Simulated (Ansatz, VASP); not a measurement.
## Two plane-wave programs on CdS

```
Cd S
1.0
     4.13480   -0.04135   -0.04135
    -2.10321    3.60152   -0.01513
    -0.06749   -0.06749    6.74900
Cd S
2 2
Direct
  0.33333 0.66667 0.00000
  0.66667 0.33333 0.50000
  0.33333 0.66667 0.38500
  0.66667 0.33333 0.88500
```

Change from the starting cell: equal xy, yz and zx shear strains of -2 %, PAW files.

Alike in both runs: task electric field gradients; functional PBE; k mesh 7 × 7 × 4; occupations fermi-dirac, width 0.01 eV; no spin polarisation.

|  | VASP | Ansatz |
| --- | --- | --- |
| version | VASP 6.6.1 | Ansatz 0.2.0 |
| potentials or method | VASP PAW PBE potentials, release 64 (Cd, S) | PAW with Ansatz's default frozen-core files, scalar-relativistic |
| plane-wave cutoff (eV) | 520 | 420 |
| valence electrons in the cell | 36 | 52 |

VASP gave:

* gap on the k mesh at the Fermi level (eV): 1.18
* pressure (GPa): 2.9
* largest component of the traceless stress (GPa): 1.57
* rms of the force components (eV/Å): 0.196
* Vzz of the field gradient on the site that differs most (V/Å²): 36.5

Estimate Ansatz's values.

gap on the k mesh at the Fermi level (eV): 1.18; pressure (GPa): 2.6; largest component of the traceless stress (GPa): 1.52; rms of the force components (eV/Å): 0.190; Vzz of the field gradient on the site that differs most (V/Å²): 33.2.

Atom by atom the forces differ by 0.006 eV/Å (rms over components). The two sets of potentials don't hold the same shells in valence. Ansatz warned: «gradients_without_spin_orbit».
